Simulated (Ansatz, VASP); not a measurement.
**Mo: VASP beside Ansatz**

```
Mo
1.0
     4.46954    0.00000    0.00000
    -2.23477    3.87073    0.00000
     0.00000    0.00000   22.25944
Mo
6
Direct
  0.66667 0.33333 0.17970
  0.33333 0.66667 0.22069
  0.00000 0.00000 0.26167
  0.66667 0.33333 0.29901
  0.33333 0.66667 0.33552
  0.00000 0.00000 0.37105
```

Alike in both runs: task single point; functional PBE; k mesh 6 × 6 × 1; occupations gaussian, width 0.1 eV; no spin polarisation.

|  | VASP | Ansatz |
| --- | --- | --- |
| version | VASP 6.6.1 | Ansatz 0.2.0 |
| potentials or method | VASP PAW PBE potentials, release 64 (Mo_sv) | scalar-relativistic, plane waves, PAW |
| plane-wave cutoff (eV) | 520 | 420 |
| valence electrons in the cell | 84 | 84 |

|  | VASP | Ansatz | Ansatz less VASP |
| --- | --- | --- | --- |
| gap on the k mesh at the Fermi level (eV) | none | none | - |
| rms of the force components (eV/Å) | 0.476 | 0.471 | -0.0050 |

Atom by atom the forces differ by 0.021 eV/Å (rms over components). A gap of «none» marks a metal or a gap that the smearing closes.
